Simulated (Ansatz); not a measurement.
# Sn: a fit and a missing row

Sn, Fd-3m, a = 6.655 Å. Ansatz: PBE, PAW, 420 eV, Γ-centred 12×12×12 mesh on 2 atoms, Gaussian smearing 0.10 eV; no spin polarisation. Symmetry fixes shape and atoms, so the cell is only scaled; pressure is positive in compression.

```
V (Å³/atom) P (GPa)
     34.627     2.58
     35.732     1.19
     36.837     0.02
     37.942        ?
     39.047    -1.80
```

Problem. Take V0 = 36.837 Å³/atom, count pressures from its P0 = 0.02 GPa, fit the third-order Birch–Murnaghan form to the other rows, and predict the missing pressure.

Solution. With the Eulerian strain f = ½[(V0/V)^(2/3) − 1] and y = (P − P0)/[3f(1 + 2f)^(5/2)], the form is the line y = B0 + 1.5 B0 (B0′ − 4) f. Rows (f, y): 0.02105, 36.6; 0.01026, 36.1; -0.01905, 35.1. Means f = 0.004087, y = 35.933; Σ(Δf)² = 0.0008612, ΣΔfΔy = 0.03162; the slope is their ratio. y = 35.78 + 36.72 f GPa, so B0 = 35.8 GPa and B0′ = 4 + 2 × (36.72)/(3 × 35.78) = 4.68. At V = 37.942, f = -0.00976, y = 35.42 and P = -0.97 GPa. The run gave -0.97 GPa, the same to the digits shown.